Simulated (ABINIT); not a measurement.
CdF2:

```
Cd F
1.0
     0.00000    2.69400    2.69400
     2.69400    0.00000    2.69400
     2.69400    2.69400    0.00000
Cd F
1 2
Direct
  0.00000 0.00000 0.00000
  0.75000 0.75000 0.75000
  0.25000 0.25000 0.25000
```

Base run:

- Program: ABINIT 10.8.3 (patched build)
- Functional: PBE
- Potentials or basis: SPMS NC PBE v1.0
- Cutoff: 952 eV
- k mesh: 7 × 7 × 7
- Occupations: fermi-dirac, width 0.05 eV
- Spin: no spin polarisation

Its results: band gap on the k mesh 3.19 eV, indirect (least direct gap 3.64 eV).

Q: After a change of settings the same cell gave: band gap on the k mesh 2.88 eV, indirect (least direct gap 3.29 eV). Which change was it?
A. functional from PBE to LDA; potentials or basis from SPMS NC PBE v1.0 to PseudoDojo NC SR LDA v0.4.1 standard; cutoff from 952 eV to 1252 eV
B. potentials or basis from SPMS NC PBE v1.0 to PseudoDojo NC SR PBE v0.4.1 standard; cutoff from 952 eV to 1252 eV
C. potentials or basis from SPMS NC PBE v1.0 to PseudoDojo NC SR PBE v0.4 stringent; cutoff from 952 eV to 1469 eV

A: A.

Caveats: an odd mesh through Γ misses points on the zone boundary, where band edges often lie.
